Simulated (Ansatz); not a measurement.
Li$_{2}$O, DFT, PBEsol, all-electron LAPW, scalar-relativistic (Ansatz 0.2.0), run on 1 thread of Arm Neoverse V2 on a shared host.

The cell is COD entry 1011372, as deposited and not checked against the literature; nothing was relaxed. The listed cell was then made from it by scaling, straining or moving an atom.

Command: `ansatz run input.yaml --threads 1 --pin off --max-ram 4096MiB --backend cpu --events-out ev --progress --plain --runs-dir out`

```yaml
crystal:
  lattice:
    - [0.0, 2.293999533, 2.293999533]
    - [2.293999533, 0.0, 2.293999533]
    - [2.293999533, 2.293999533, 0.0]
  atoms:
    - { symbol: Li, position: [0.25, 0.25, 0.25] }
    - { symbol: Li, position: [0.75, 0.75, 0.75] }
    - { symbol: O, position: [0.0, 0.0, 0.0] }
kpoints:
  mp_grid: { grid: [9, 9, 9] }
  band_path:
    path:
      - [0.0, 0.0, 0.0]
      - [0.5, 0.0, 0.5]
      - [0.625, 0.25, 0.625]
      - [0.375, 0.375, 0.75]
      - [0.0, 0.0, 0.0]
      - [0.5, 0.5, 0.5]
      - [0.5, 0.25, 0.75]
      - [0.5, 0.0, 0.5]
    npoints: 5
scf:
  occupations: { method: fermi_dirac, width: 0.03 }
hamiltonian:
  xc: pbesol
  pseudopotentials: { kind: all_electron, lapw: { basis_error: 0.0005 } }
output:
  forces: true
  stress: true
  eigenvalues: true
```

(1) How large is the problem that the program sets up?

(2) About how long does it take, and how much memory does it use?

Answers

(1) 35 irreducible k-points, 307 plane waves at Γ, 10 bands.

(2) 4.7 s of wall time for 7 SCF iterations, with a peak of 0.24 GiB. Times on shared machines scatter by tens of per cent.
